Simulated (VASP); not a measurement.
CdO (Monteponite), 2 atoms in the cell. It takes space group Fm-3m (No. 225, cubic). Conventional cell: a = 4.699 Å, b = 4.699 Å, c = 4.699 Å, α = 90.00°, β = 90.00°, γ = 90.00°. Around Cd (site symmetry m-3m) lie 6 O at 2.35 Å. O (site symmetry m-3m) has 6 Cd at 2.35 Å as nearest neighbours. 

```yaml
Program: VASP 6.6.1
Task: relaxation of cell and atoms
Functional: RPBE
Dispersion: D4
Potentials_or_basis: VASP PAW PBE potentials, release 64 (Cd, O)
Cutoff: 600 eV
k_mesh: 10 × 10 × 10
Occupations: fermi-dirac, width 0.05 eV
Spin: no spin polarisation
Further_INCAR_settings: ALGO = Normal; EDIFF = 1e-07; IBRION = 2; EDIFFG = -0.005; NSW = 60; ISIF = 3
```

Potentials or basis: VASP PAW PBE potentials, release 64 (Cd, O).

Run with:

```bash
$ cat potpaw_PBE.64/Cd/POTCAR potpaw_PBE.64/O/POTCAR > POTCAR
$ mpirun -np 1 vasp_std > vasp.out
```

Hardware: 1 thread of Intel(R) Xeon(R) 6975P-C (Granite Rapids), with other jobs on the host.

Estimate the wall time of this run.

It took 22 s on 1 thread of Intel(R) Xeon(R) 6975P-C (Granite Rapids), on a shared host, peak memory 0.17 GiB. Counts: scf iterations 32, k points 47, ion steps 3.
